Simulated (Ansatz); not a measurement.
# P in Ansatz, relaxation

The input file (Ansatz 0.2.0, plane waves):

```yaml
crystal:
  lattice:
    - [1.745633, 3.023522, 0.0]
    - [-1.745633, 3.023522, 0.0]
    - [-1.745633, 1.007838, 3.237065]
  atoms:
    - { symbol: P, position: [0.22754, 0.54492, 0.68262] }
    - { symbol: P, position: [0.77246, 0.45508, 0.31738] }
  symmetry: { tolerance: 0.0003 }
kpoints:
  mp_grid: { grid: [9, 9, 9], shift: [0, 0, 0] }
magnetization:
  spin_polarized: false
scf:
  occupations: { method: gaussian, width: 0.0147 }
  lower_state_search: "off"
hamiltonian:
  pseudopotentials: { kind: paw }
  xc: pbe
basis:
  ecutwfc: 420
  fft_grid_basis: typed
relax:
  max_steps: 40
  cell: { p_target: 5.0 }
  f_tol: 0.03
output:
  forces: true
  stress: true
  eigenvalues: true
  bader: true
  populations: true
  elf: true
  write_potential: true
  volumetric_format: npy
  dos:
    e_range: [-12, 8]
    de: 0.05
    projected: { site_lists: { P: [P] } }
  write_density: true
checkpoint:
  read: saved_state
```

The command:

```bash
ansatz run input.yaml --threads 2 --pin off --max-ram 2560MiB --backend cpu --events-out ev --progress --plain --runs-dir out
```

Origin of the cell: a known structure type with other elements, at an estimated volume, so it need not be a known compound.

The saved state is a converged single point of the same cell.

Excerpt of the output:

```
SCF iter   1: F=—  HF=-1511.250832 eV  Δρ=1.00e-3  dr2=4.30e-4
SCF iter   2: F=—  HF=-1511.250701 eV  Δρ=2.83e-4  dr2=1.59e-5
SCF iter   3: F=—  HF=-1511.250707 eV  Δρ=9.66e-5  dr2=1.64e-6
SCF iter   4: F=-1511.250708 eV  HF=-1511.250708 eV  Δρ=4.22e-6  dr2=3.12e-9
SCF iter   5: F=-1511.250708 eV  HF=-1511.250708 eV  Δρ=5.17e-7  dr2=7.86e-11
SCF iter   6: F=-1511.250708 eV  HF=-1511.250708 eV  Δρ=5.36e-8  dr2=5.84e-13
relax step   1: F+E_penalty+E_count = -1511.250708 eV  Δ(F+E_penalty+E_count) = +0.000e0 eV  max|allowed force component| = 3.035e-1 eV/Å  Δτ_max = 0.0000 Å  P = -2.713 GPa  Ω = 34.170 Å³  (6 SCF iters, accepted)
relax step   2: F+E_penalty+E_count = -1511.257468 eV  Δ(F+E_penalty+E_count) = -6.760e-3 eV  max|allowed force component| = 5.786e-2 eV/Å  Δτ_max = 0.0265 Å  P = +2.714 GPa  Ω = 31.323 Å³  e […]
relax step   3: F+E_penalty+E_count = -1511.224246 eV  Δ(F+E_penalty+E_count) = +3.322e-2 eV  max|allowed force component| = 1.993e-1 eV/Å  Δτ_max = 0.0204 Å  P = +5.793 GPa  Ω = 29.675 Å³  e […]
relax step   4: F+E_penalty+E_count = -1511.223223 eV  Δ(F+E_penalty+E_count) = +1.023e-3 eV  max|allowed force component| = 5.768e-2 eV/Å  Δτ_max = 0.0136 Å  P = +5.694 GPa  Ω = 29.546 Å³  e […]
relax step   5: F+E_penalty+E_count = -1511.233160 eV  Δ(F+E_penalty+E_count) = -9.937e-3 eV  max|allowed force component| = 1.369e-1 eV/Å  Δτ_max = 0.0043 Å  P = +4.100 GPa  Ω = 29.927 Å³  e […]
relax step   6: F+E_penalty+E_count = -1511.230022 eV  Δ(F+E_penalty+E_count) = -6.799e-3 eV  max|allowed force component| = 3.045e-3 eV/Å  Δτ_max = 0.0001 Å  P = +4.945 GPa  Ω = 29.747 Å³  e […]
relax step   7: F+E_penalty+E_count = -1511.229187 eV  Δ(F+E_penalty+E_count) = +8.351e-4 eV  max|allowed force component| = 3.206e-3 eV/Å  Δτ_max = 0.0005 Å  P = +5.005 GPa  Ω = 29.718 Å³  e […]
relax step   8: F+E_penalty+E_count = -1511.228896 eV  Δ(F+E_penalty+E_count) = +2.907e-4 eV  max|allowed force component| = 3.324e-3 eV/Å  Δτ_max = 0.0000 Å  P = +4.990 GPa  Ω = 29.718 Å³  stress off target by 1.82e-2 GPa […]
SCF 8 converged in 8 iterations: F = -1511.228896 eV  dr2 = 5.49e-19
basis re-selected at this cell: Δ(F+E_penalty+E_count) = +2.907e-4 eV, ΔP = -0.015 GPa vs the last step (what re-selecting the basis moved, of the pressure what is left beyond the Pulay corre […]
SCF converged after 8 iterations
Free energy (F): -1511.228896 eV
Harris-Foulkes:  -1511.228896 eV  (|F-HF|=0.00e0)
Internal energy: -1511.228772 eV  (E = F + TS)
E sigma→0 (E₀):  -1511.228834 eV
Entropy (-TS):   -0.000124 eV (-0.062 meV/atom)
Fermi energy:    11.276166 eV
--- Per-component energies (eV) ---
  E_band       = 39.731981
  E_kinetic    = 143.370340
  E_local      = -58.884832  (includes V_loc(G=0)·N_el)
  E_nonlocal   = 67.163033
  E_hartree    = 13.283899
  E_xc         = -124.362716
  E_vxc        = -123.534587  (∫ρ·V_xc dr)
  E_paw        = -1138.527912  (= ΣΔE_a)
  E_vpaw       = -14.949777  (= ΣTr[D̂ρ^β])
  E_aug_tail   = 0.000007  (compensation charges beyond the density's cutoff)
  E_ewald      = -413.270591
  E_smearing   = -0.000124  (= −TS)
  Σ components = -1511.228896   (vs F -1511.228896, Δ=0.00e0)
--- Forces (eV/Å), atoms counted from 1 ---
  atom   1  P      0.000000    -0.000000     0.003324
  atom   2  P     -0.000000     0.000000    -0.003324
  max |Σ_I F_I| component: 4.34e-19 eV/Å
--- Stress (GPa, compression-positive) ---
        4.994290       0.000000       0.000000
        0.000000       4.994290       0.000000
        0.000000       0.000000       4.981777
  P = ⅓ Tr σ = 4.9901 GPa (49.901 kbar)
--- Relaxed structure (7 steps of the walk, 6 accepted, 1 SCFs on fresh bases) ---
  F+E_penalty+E_count = -1511.228896 eV   max|allowed force component| = 3.324e-3 eV/Å   (the final SCF, on the basis selected at the relaxed cell)
  cell:  # Å, volume = 29.7184 Å³
    - [1.710282, 2.962296, 1.220e-6]
    - [-1.710282, 2.962296, 1.220e-6]
    - [-1.710282, 0.987431, 2.932911]
  atoms:
    - { symbol: P, position: [0.233806, 0.532388, 0.701419] }
    - { symbol: P, position: [0.766194, 0.467612, 0.298581] }
--- Löwdin populations: 2 sites ---
  site symbol       q [e]
     0      P      4.9171
     1      P      4.9171
  spilling = 0.016578 (of n_electrons = 10.000000)
--- Bader charges: 2 sites ---
  site symbol  charge [e]  shift [e]
     0      P      0.0000     0.0000
     1      P      0.0000     0.0000
  estimated error of the sums over rays = 2.4e-4 e
```

Before:

Space group R-3m (No. 166); the run's cell has a = 3.491 Å, b = 3.491 Å, c = 3.813 Å, α = 62.76°, β = 90.00°, γ = 60.00°. Shortest distances: P–P 2.34 Å.

The relaxed structure.

Space group R-3m (No. 166); the run's cell has a = 3.421 Å, b = 3.421 Å, c = 3.536 Å, α = 61.07°, β = 90.00°, γ = 60.00°. Shortest distances: P–P 2.30 Å.

```
Enthalpy lowered by     : 58.6 meV/atom
Volume change           : -13.03 %
Final pressure          : 4.99 GPa
Relaxation steps listed : 8
Gap on the mesh         : none (metal)
```

Caveats: the relaxation held the start's symmetry, so the end may be a saddle point.

The run took 27 s on 2 threads of Arm Neoverse N1 (shared host), peak memory 0.33 GiB, from a saved density.
